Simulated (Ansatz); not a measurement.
**TaS2 under changes of volume**

One of the cells (18.984 Å³/atom); the others are scaled copies at fixed shape and fractional positions:

```
Ta S
1.0
     3.35000    0.00000    0.00000
    -1.67500    2.90119    0.00000
     0.00000    0.00000    5.86000
Ta S
1 2
Direct
  0.00000 0.00000 0.00000
  0.66667 0.33333 0.75000
  0.33333 0.66667 0.25000
```

| Quantity | Value |
| --- | --- |
| Program | Ansatz 0.2.0 |
| Functional | BLYP |
| Dispersion | D4 |
| Potentials or basis | Ansatz PAW |
| Cutoff | 420 eV (not typed: the program's choice for these potentials) |
| k mesh | 9 × 9 × 5 |
| Occupations | fermi-dirac, width 0.05 eV |
| Spin | no spin polarisation |

```tsv
volume (Å³/atom)	energy over the lowest point (meV/atom)	pressure (GPa)	largest force (eV/Å)
17.845	?	?	?
18.225	99.78	16.8	2.252
18.605	64.45	13.1	1.857
18.984	37.55	9.7	1.489
19.364	18.31	6.6	1.146
19.744	6.01	3.8	0.825
20.123	0.00	1.3	0.527
```

**Question.** What does the run at 17.845 Å³/atom give?

**Answer.** Energy over the lowest point 144.43 meV/atom; pressure 21.0 GPa; largest force 2.676 eV/Å.

Worked out: A Birch-Murnaghan fit of order 3 (a polynomial in V^(-2/3)) to the other rows has its minimum at 20.33 Å³/atom, just outside them, with B0 = V·E''(V) = 123 GPa and B' = 4.1 at fixed shape and positions, which overstates the stiffness. It gives 144.48 meV/atom at 17.845 Å³/atom, against the run's 144.43, and -dE/dV = 20.9 GPa, against 21.0.

Energies are extrapolated to zero smearing.

Caveats: the PAW data sets come from PBE, with cores solved anew for the run's functional, which leaves a small shift of forces and pressure; forces of over 1 eV/Å show positions far from the minimum, so gaps and moduli don't describe the material at rest (some runs).
